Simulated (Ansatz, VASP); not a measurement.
## Mg: VASP beside Ansatz

Contents of INCAR:

```
PREC = Accurate
ENCUT = 520
EDIFF = 1E-6
ISMEAR = 0
SIGMA = 0.15
LREAL = F
LASPH = T
NELM = 100
ALGO = Normal
ISIF = 2
LWAVE = F
LCHARG = T
GGA = PE
LELF = T
LVHAR = T
NBANDS = 7
```

File KPOINTS:

```
regular mesh
0
Gamma
  20 20 20
```

Contents of POSCAR:

```
Mg
1.0
   -1.8023208301      1.8023208301      1.6739983785
    1.8023208301     -1.8023208301      1.6739983785
    1.8023208301      1.8023208301     -1.6739983785
Mg
1
Direct
    0.0000000000      0.0000000000      0.0000000000
```

Input for Ansatz:

```yaml
crystal:
  lattice:
    - [-1.8023208301, 1.8023208301, 1.6739983785]
    - [1.8023208301, -1.8023208301, 1.6739983785]
    - [1.8023208301, 1.8023208301, -1.6739983785]
  atoms:
    - { symbol: Mg, position: [0.0, 0.0, 0.0] }
basis:
  ecutwfc: 520.0
kpoints:
  mp_grid: { grid: [20, 20, 20] }
hamiltonian:
  xc: pbe
  pseudopotentials: { kind: paw }
scf:
  occupations: { method: gaussian, width: 0.15 }
output:
  forces: true
  stress: true
  eigenvalues: true
```

Alike in both runs: task single point; functional PBE; k mesh 20 × 20 × 20; occupations gaussian, width 0.15 eV; no spin polarisation.

|  | VASP | Ansatz |
| --- | --- | --- |
| version | VASP 6.6.1 | Ansatz 0.2.0 |
| potentials or method | VASP PAW PBE potentials, release 64 (Mg) | scalar-relativistic, plane waves, PAW |
| plane-wave cutoff (eV) | 520 | 520 |
| valence electrons in the cell | 2 | 10 |

|  | VASP | Ansatz | Ansatz less VASP |
| --- | --- | --- | --- |
| gap on the k mesh at the Fermi level (eV) | none | none | - |
| pressure (GPa) | 2.0 | 2.1 | +0.12 |
| largest component of the traceless stress (GPa) | 0.18 | 0.18 | +0.003 |

A gap of «none» marks a metal or a gap that the smearing closes. The two sets of potentials don't hold the same shells in valence.
